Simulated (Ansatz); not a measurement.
Born–Oppenheimer molecular dynamics of a periodic cell of 21 atoms, Li (surface Li(110), adsorbate Li). It starts from a relaxed structure.

The calculation used Ansatz, DFT PBE, scalar-relativistic, plane waves, PAW. Settings: cutoff 420 eV, k mesh 2x2x1, fermi-dirac smearing 0.1 eV, no spin polarisation.

```yaml
ensemble: NVT, Langevin thermostat
time_step: 1 fs
steps_asked: 100
set_temperature: 300 K
friction: 0.05 /fs
atoms_held: 1 to 4
seed: 58776
```

Frames 1 fs apart, positions in Å, forces in eV/Å.

Velocities at 50.0 fs (Å/ps):

```
Li 0.00 0.00 0.00
Li 0.00 0.00 0.00
Li 0.00 0.00 0.00
Li 0.00 0.00 0.00
Li -8.29 -6.78 0.39
Li -6.08 0.92 6.16
Li -2.88 1.79 1.57
Li 2.37 7.55 3.15
Li 10.85 -6.93 -5.74
Li -3.68 -9.54 8.09
Li -6.28 8.14 1.67
Li 8.05 2.58 -5.81
Li -4.58 -2.86 3.79
Li 8.21 1.57 -1.78
Li 5.11 8.53 -0.64
Li -0.06 9.67 -1.87
Li 0.05 6.13 0.73
Li 6.41 -4.73 -3.21
Li 12.59 -0.07 4.48
Li -2.89 3.29 -0.41
Li -4.15 -2.32 -2.89
```

```xyz
21
Lattice="6.9800 0.0000 0.0000 3.4900 4.9356 0.0000 0.0000 0.0000 20.8712" Properties=species:S:1:pos:R:3:forces:R:3 time_fs=50.0 energy_less_start_eV=0.494 T=248
Li 0.000 0.000 1.000 0.09 0.00 -0.12
Li 3.490 0.000 1.000 -0.05 -0.01 -0.06
Li 1.745 2.468 1.000 0.01 0.00 -0.21
Li 5.235 2.468 1.000 0.01 -0.01 -0.18
Li 0.079 2.285 3.063 0.05 0.20 0.37
Li 3.521 2.781 3.089 0.05 -0.20 0.33
Li 1.794 5.014 3.092 -0.30 0.04 0.22
Li 5.416 4.959 3.446 0.13 -0.01 -0.10
Li -0.197 -0.043 5.413 0.20 0.01 0.06
Li 3.762 -0.275 5.827 -0.06 0.25 -0.09
Li 1.808 2.290 5.645 0.08 -0.02 -0.16
Li 5.363 2.592 5.666 -0.22 -0.15 -0.36
Li -0.243 2.432 7.980 0.11 0.16 0.18
Li 3.843 2.745 7.975 -0.02 -0.31 -0.10
Li 2.115 4.621 7.907 -0.19 0.21 0.12
Li 5.138 5.399 7.780 0.09 -0.15 -0.08
Li 0.253 0.170 10.439 -0.19 -0.12 0.02
Li 3.563 0.167 9.709 -0.09 -0.20 0.09
Li 1.794 2.450 10.306 0.03 0.31 -0.04
Li 5.038 2.484 10.435 0.24 0.05 0.25
Li 2.732 0.689 12.497 0.06 -0.08 -0.15
21
Lattice="6.9800 0.0000 0.0000 3.4900 4.9356 0.0000 0.0000 0.0000 20.8712" Properties=species:S:1:pos:R:3:forces:R:3 time_fs=51.0 energy_less_start_eV=0.496 T=248
Li 0.000 0.000 1.000 0.09 0.00 -0.12
Li 3.490 0.000 1.000 -0.05 -0.01 -0.06
Li 1.745 2.468 1.000 0.01 0.00 -0.21
Li 5.235 2.468 1.000 0.00 -0.01 -0.18
Li 0.070 2.279 3.063 0.06 0.21 0.37
Li 3.514 2.782 3.095 0.06 -0.20 0.32
Li 1.791 5.014 3.093 -0.31 0.03 0.22
Li 5.418 4.966 3.448 0.13 -0.02 -0.10
Li -0.185 -0.049 5.407 0.18 0.02 0.07
Li 3.759 -0.283 5.834 -0.05 0.27 -0.09
Li 1.802 2.299 5.645 0.09 -0.03 -0.16
Li 5.371 2.595 5.660 -0.23 -0.17 -0.35
Li -0.246 2.430 7.982 0.11 0.17 0.18
Li 3.852 2.747 7.975 -0.03 -0.31 -0.10
Li 2.119 4.630 7.905 -0.19 0.20 0.12
Li 5.139 5.409 7.778 0.09 -0.15 -0.07
Li 0.252 0.177 10.441 -0.19 -0.11 0.02
Li 3.570 0.161 9.705 -0.09 -0.19 0.09
Li 1.806 2.449 10.308 0.03 0.31 -0.05
Li 5.034 2.488 10.436 0.24 0.05 0.25
Li 2.728 0.685 12.495 0.06 -0.09 -0.15
21
Lattice="6.9800 0.0000 0.0000 3.4900 4.9356 0.0000 0.0000 0.0000 20.8712" Properties=species:S:1:pos:R:3:forces:R:3 time_fs=52.0 energy_less_start_eV=0.498 T=227
Li 0.000 0.000 1.000 0.09 0.00 -0.12
Li 3.490 0.000 1.000 -0.05 -0.01 -0.06
Li 1.745 2.468 1.000 0.00 0.00 -0.20
Li 5.235 2.468 1.000 0.00 0.00 -0.17
Li 0.061 2.272 3.065 0.06 0.22 0.36
Li 3.506 2.782 3.100 0.07 -0.20 0.31
Li 1.786 5.013 3.095 -0.31 0.03 0.22
Li 5.419 4.972 3.450 0.13 -0.02 -0.11
Li -0.174 -0.053 5.401 0.17 0.02 0.08
Li 3.757 -0.291 5.840 -0.05 0.29 -0.09
Li 1.798 2.307 5.645 0.10 -0.04 -0.15
Li 5.379 2.597 5.652 -0.24 -0.18 -0.34
Li -0.247 2.429 7.983 0.11 0.18 0.18
Li 3.860 2.750 7.978 -0.04 -0.30 -0.12
Li 2.123 4.638 7.903 -0.18 0.19 0.11
Li 5.144 5.419 7.777 0.09 -0.15 -0.07
Li 0.252 0.184 10.442 -0.19 -0.11 0.02
Li 3.575 0.154 9.702 -0.10 -0.19 0.10
Li 1.818 2.450 10.308 0.02 0.31 -0.05
Li 5.030 2.491 10.437 0.24 0.05 0.26
Li 2.726 0.681 12.493 0.07 -0.09 -0.15
21
Lattice="6.9800 0.0000 0.0000 3.4900 4.9356 0.0000 0.0000 0.0000 20.8712" Properties=species:S:1:pos:R:3:forces:R:3 time_fs=53.0 energy_less_start_eV=0.498 T=265
Li 0.000 0.000 1.000 0.09 0.00 -0.11
Li 3.490 0.000 1.000 -0.05 -0.01 -0.06
Li 1.745 2.468 1.000 0.00 0.00 -0.20
Li 5.235 2.468 1.000 -0.01 0.00 -0.17
Li 0.053 2.266 3.067 0.07 0.23 0.35
Li 3.498 2.780 3.106 0.07 -0.19 0.29
Li 1.780 5.012 3.100 -0.31 0.03 0.22
Li 5.419 4.978 3.451 0.13 -0.03 -0.11
Li -0.165 -0.059 5.394 0.17 0.03 0.10
Li 3.755 -0.299 5.845 -0.04 0.31 -0.10
Li 1.794 2.314 5.645 0.10 -0.05 -0.15
Li 5.387 2.598 5.644 -0.25 -0.20 -0.32
Li -0.250 2.429 7.984 0.12 0.18 0.18
Li 3.868 2.752 7.981 -0.05 -0.29 -0.13
Li 2.125 4.644 7.901 -0.17 0.18 0.10
Li 5.147 5.426 7.777 0.09 -0.15 -0.07
Li 0.249 0.196 10.442 -0.18 -0.11 0.01
Li 3.581 0.146 9.700 -0.10 -0.18 0.10
Li 1.829 2.457 10.308 0.02 0.30 -0.05
Li 5.026 2.495 10.437 0.24 0.05 0.27
Li 2.723 0.677 12.490 0.07 -0.09 -0.15
21
Lattice="6.9800 0.0000 0.0000 3.4900 4.9356 0.0000 0.0000 0.0000 20.8712" Properties=species:S:1:pos:R:3:forces:R:3 time_fs=54.0 energy_less_start_eV=0.497 T=231
Li 0.000 0.000 1.000 0.09 0.00 -0.10
Li 3.490 0.000 1.000 -0.05 -0.01 -0.06
Li 1.745 2.468 1.000 0.00 0.00 -0.20
Li 5.235 2.468 1.000 -0.01 0.00 -0.17
Li 0.046 2.259 3.068 0.08 0.24 0.35
Li 3.491 2.777 3.111 0.08 -0.18 0.28
Li 1.774 5.011 3.103 -0.32 0.02 0.21
Li 5.420 4.985 3.452 0.13 -0.04 -0.12
Li -0.156 -0.066 5.386 0.16 0.04 0.11
Li 3.752 -0.307 5.849 -0.04 0.33 -0.10
Li 1.791 2.321 5.644 0.11 -0.06 -0.15
Li 5.394 2.599 5.635 -0.25 -0.21 -0.31
Li -0.251 2.429 7.984 0.12 0.18 0.19
Li 3.877 2.756 7.986 -0.07 -0.28 -0.15
Li 2.124 4.650 7.899 -0.16 0.17 0.10
Li 5.149 5.432 7.775 0.10 -0.15 -0.07
Li 0.245 0.208 10.441 -0.18 -0.11 0.01
Li 3.587 0.139 9.699 -0.11 -0.17 0.10
Li 1.839 2.467 10.308 0.01 0.28 -0.05
Li 5.021 2.502 10.437 0.25 0.05 0.27
Li 2.720 0.674 12.487 0.07 -0.09 -0.15
21
Lattice="6.9800 0.0000 0.0000 3.4900 4.9356 0.0000 0.0000 0.0000 20.8712" Properties=species:S:1:pos:R:3:forces:R:3 time_fs=55.0 energy_less_start_eV=0.498 T=205
Li 0.000 0.000 1.000 0.09 0.00 -0.10
Li 3.490 0.000 1.000 -0.05 -0.01 -0.06
Li 1.745 2.468 1.000 0.00 0.00 -0.20
Li 5.235 2.468 1.000 -0.01 0.00 -0.16
Li 0.040 2.252 3.068 0.08 0.24 0.34
Li 3.482 2.777 3.114 0.09 -0.18 0.27
Li 1.766 5.010 3.105 -0.32 0.02 0.21
Li 5.419 4.993 3.452 0.13 -0.05 -0.12
Li -0.149 -0.071 5.380 0.15 0.04 0.13
Li 3.751 -0.316 5.852 -0.04 0.34 -0.11
Li 1.790 2.327 5.644 0.12 -0.08 -0.15
Li 5.400 2.600 5.627 -0.26 -0.22 -0.30
Li -0.251 2.426 7.983 0.12 0.19 0.19
Li 3.884 2.760 7.988 -0.07 -0.27 -0.16
Li 2.121 4.657 7.897 -0.14 0.16 0.09
Li 5.153 5.438 7.772 0.10 -0.16 -0.06
Li 0.243 0.217 10.443 -0.17 -0.10 0.01
Li 3.592 0.132 9.698 -0.12 -0.16 0.11
Li 1.848 2.478 10.307 0.01 0.27 -0.05
Li 5.016 2.507 10.438 0.25 0.05 0.28
Li 2.718 0.673 12.485 0.07 -0.09 -0.15
21
Lattice="6.9800 0.0000 0.0000 3.4900 4.9356 0.0000 0.0000 0.0000 20.8712" Properties=species:S:1:pos:R:3:forces:R:3 time_fs=56.0 energy_less_start_eV=0.499 T=194
Li 0.000 0.000 1.000 0.09 0.00 -0.10
Li 3.490 0.000 1.000 -0.05 -0.01 -0.07
Li 1.745 2.468 1.000 -0.01 0.00 -0.20
Li 5.235 2.468 1.000 -0.02 0.00 -0.16
Li 0.035 2.246 3.066 0.08 0.25 0.34
Li 3.473 2.778 3.113 0.10 -0.17 0.27
Li 1.758 5.006 3.105 -0.32 0.02 0.22
Li 5.418 5.000 3.453 0.13 -0.06 -0.12
Li -0.143 -0.076 5.375 0.14 0.05 0.14
Li 3.751 -0.320 5.854 -0.04 0.35 -0.11
Li 1.788 2.332 5.645 0.12 -0.09 -0.15
Li 5.405 2.600 5.618 -0.26 -0.23 -0.29
Li -0.250 2.421 7.983 0.11 0.20 0.19
Li 3.888 2.764 7.987 -0.08 -0.26 -0.17
Li 2.117 4.663 7.894 -0.13 0.16 0.09
Li 5.161 5.444 7.771 0.10 -0.16 -0.06
Li 0.241 0.223 10.447 -0.17 -0.09 0.00
Li 3.597 0.125 9.698 -0.12 -0.16 0.11
Li 1.858 2.489 10.304 0.00 0.25 -0.05
Li 5.013 2.512 10.438 0.25 0.04 0.28
Li 2.716 0.672 12.482 0.07 -0.08 -0.15
21
Lattice="6.9800 0.0000 0.0000 3.4900 4.9356 0.0000 0.0000 0.0000 20.8712" Properties=species:S:1:pos:R:3:forces:R:3 time_fs=57.0 energy_less_start_eV=0.499 T=225
Li 0.000 0.000 1.000 0.09 0.00 -0.10
Li 3.490 0.000 1.000 -0.05 -0.01 -0.07
Li 1.745 2.468 1.000 -0.01 0.00 -0.20
Li 5.235 2.468 1.000 -0.02 0.00 -0.16
Li 0.030 2.243 3.065 0.07 0.25 0.34
Li 3.462 2.780 3.112 0.11 -0.17 0.27
Li 1.748 5.000 3.104 -0.31 0.03 0.22
Li 5.417 5.005 3.455 0.13 -0.07 -0.13
Li -0.137 -0.079 5.370 0.14 0.05 0.15
Li 3.753 -0.322 5.857 -0.04 0.36 -0.12
Li 1.787 2.338 5.645 0.12 -0.09 -0.15
Li 5.409 2.600 5.612 -0.27 -0.24 -0.28
Li -0.248 2.415 7.982 0.11 0.20 0.18
Li 3.892 2.767 7.986 -0.08 -0.25 -0.17
Li 2.113 4.669 7.894 -0.11 0.15 0.08
Li 5.172 5.448 7.770 0.09 -0.17 -0.05
Li 0.241 0.229 10.453 -0.16 -0.08 -0.01
Li 3.604 0.119 9.696 -0.13 -0.15 0.12
Li 1.869 2.500 10.300 0.00 0.23 -0.05
Li 5.012 2.516 10.438 0.25 0.04 0.28
Li 2.713 0.670 12.478 0.07 -0.08 -0.15
21
Lattice="6.9800 0.0000 0.0000 3.4900 4.9356 0.0000 0.0000 0.0000 20.8712" Properties=species:S:1:pos:R:3:forces:R:3 time_fs=58.0 energy_less_start_eV=0.497 T=213
Li 0.000 0.000 1.000 0.09 0.00 -0.09
Li 3.490 0.000 1.000 -0.05 -0.01 -0.08
Li 1.745 2.468 1.000 -0.01 0.00 -0.21
Li 5.235 2.468 1.000 -0.02 0.00 -0.15
Li 0.026 2.240 3.063 0.07 0.24 0.34
Li 3.452 2.783 3.113 0.12 -0.17 0.27
Li 1.735 4.993 3.103 -0.30 0.03 0.23
Li 5.415 5.010 3.457 0.13 -0.07 -0.13
Li -0.132 -0.080 5.365 0.13 0.06 0.16
Li 3.756 -0.325 5.860 -0.05 0.36 -0.12
Li 1.786 2.343 5.644 0.13 -0.10 -0.15
Li 5.411 2.602 5.606 -0.26 -0.24 -0.28
Li -0.245 2.409 7.983 0.11 0.20 0.18
Li 3.897 2.769 7.985 -0.08 -0.24 -0.17
Li 2.110 4.675 7.894 -0.09 0.14 0.07
Li 5.184 5.452 7.769 0.08 -0.17 -0.05
Li 0.244 0.234 10.460 -0.16 -0.07 -0.02
Li 3.611 0.111 9.695 -0.14 -0.14 0.13
Li 1.879 2.513 10.295 -0.01 0.21 -0.05
Li 5.010 2.519 10.441 0.25 0.04 0.27
Li 2.712 0.669 12.473 0.07 -0.08 -0.14
21
Lattice="6.9800 0.0000 0.0000 3.4900 4.9356 0.0000 0.0000 0.0000 20.8712" Properties=species:S:1:pos:R:3:forces:R:3 time_fs=59.0 energy_less_start_eV=0.497 T=228
Li 0.000 0.000 1.000 0.09 0.00 -0.09
Li 3.490 0.000 1.000 -0.06 -0.01 -0.08
Li 1.745 2.468 1.000 -0.01 0.00 -0.21
Li 5.235 2.468 1.000 -0.03 0.00 -0.15
Li 0.022 2.237 3.060 0.06 0.24 0.34
Li 3.444 2.788 3.113 0.13 -0.17 0.26
Li 1.722 4.987 3.101 -0.29 0.04 0.24
Li 5.415 5.016 3.458 0.13 -0.08 -0.14
Li -0.126 -0.081 5.362 0.12 0.06 0.16
Li 3.760 -0.330 5.863 -0.06 0.37 -0.13
Li 1.784 2.349 5.641 0.13 -0.11 -0.15
Li 5.411 2.605 5.601 -0.26 -0.25 -0.27
Li -0.242 2.403 7.984 0.11 0.21 0.18
Li 3.902 2.770 7.985 -0.08 -0.22 -0.18
Li 2.110 4.681 7.892 -0.08 0.13 0.07
Li 5.194 5.457 7.767 0.08 -0.17 -0.05
Li 0.246 0.240 10.468 -0.15 -0.06 -0.02
Li 3.615 0.103 9.694 -0.14 -0.13 0.13
Li 1.889 2.523 10.289 -0.02 0.20 -0.04
Li 5.008 2.523 10.447 0.25 0.03 0.27
Li 2.711 0.669 12.470 0.07 -0.08 -0.14
```

Of the whole run (100 fs, mean temperature of the second half 260 K): The mean temperature of the second half is 13 % below the set value. A run of 0.1 ps of so small a system gives no equilibrium averages. Limits of this set-up: coarse k mesh, slab without dipole correction.

Run time: 10 min on 1 thread of Arm Neoverse V1, on a shared host, peak memory 0.75 GiB.
